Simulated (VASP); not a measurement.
# Li2O: relaxation of cell and atoms with r2SCAN

The system is Li2O.

```
CELL_PARAMETERS angstrom
0.00000 2.30000 2.30000
2.30000 0.00000 2.30000
2.30000 2.30000 0.00000
ATOMIC_POSITIONS crystal
O 0.00000 0.00000 0.00000
Li 0.25000 0.25000 0.25000
Li 0.75000 0.75000 0.75000
```

The cell was built by a generator and needn't be a form met in nature.

| Item | Value |
| --- | --- |
| Program | VASP 6.6.1 |
| Task | relaxation of cell and atoms |
| Functional | r2SCAN |
| Potentials or basis | VASP PAW PBE potentials, release 64 (O, Li_sv) |
| Cutoff | 600 eV |
| k mesh | 10 × 10 × 10 |
| Occupations | gaussian, width 0.02 eV |
| Spin | no spin polarisation |
| Further INCAR settings | ALGO = Normal; EDIFF = 1e-07; IBRION = 2; EDIFFG = -0.005; NSW = 40; ISIF = 3 |

```yaml
Relaxed_volume: 7.95 Å³/atom
Relaxed_cell: a = 3.231 Å, b = 3.231 Å, c = 3.231 Å, α = 60.00°, β = 60.00°, γ = 60.00°
Space_group_after_relaxing_to_0.05_Å: Fm-3m (No. 225)
Energy_gained_by_relaxing: 0.7 meV/atom
Ionic_steps: 3
Pressure_after_relaxing: 0.0 GPa
Band_gap_on_the_k_mesh: 5.73 eV, indirect (least direct gap 6.37 eV)
```

Step by step:
```csv
step,energy change (eV),largest force (eV/Å),pressure (GPa),volume (Å³)
1,0.0000,0.0000,-1.85,24.33
2,-0.0021,0.0000,-0.59,24.00
3,-0.0022,0.0000,0.00,23.85
```

Final structure:
```xyz
3
Lattice="0.0000 2.2848 2.2848 2.2848 0.0000 2.2848 2.2848 2.2848 0.0000" Properties=species:S:1:pos:R:3 pbc="T T T"
O     0.0000    0.0000    0.0000
Li    1.1424    1.1424    1.1424
Li    3.4272    3.4272    3.4272
```

Levels at points of the mesh, in eV from the valence-band top:
```
           k point  band 2  band 3  band 4  band 5  band 6  band 7  band 8  band 9  band 10
(0.00, 0.00, 0.00)  -43.90  -16.42    0.00    0.00    0.00    6.37   13.30   13.30    13.30
(0.50, 0.00, 0.00)  -44.06  -16.22   -2.79   -0.46   -0.46   10.30   11.22   13.24    13.24
(0.50, 0.50, 0.00)  -44.00  -16.18   -1.58   -1.43   -1.43    5.73   15.07   15.07    16.50
```

Wall time 3.7 min on 1 thread of AMD EPYC 9R14 (Zen 4), on a shared host, peak memory 0.13 GiB.

Caveat: the cutoff is under 1.25 times the usual one of these potentials, so pressure, stress and relaxed cells hold a basis-set (Pulay) error; the PAW data sets were made with another functional, which shifts forces and pressure a little. A k mesh can miss the band edges.
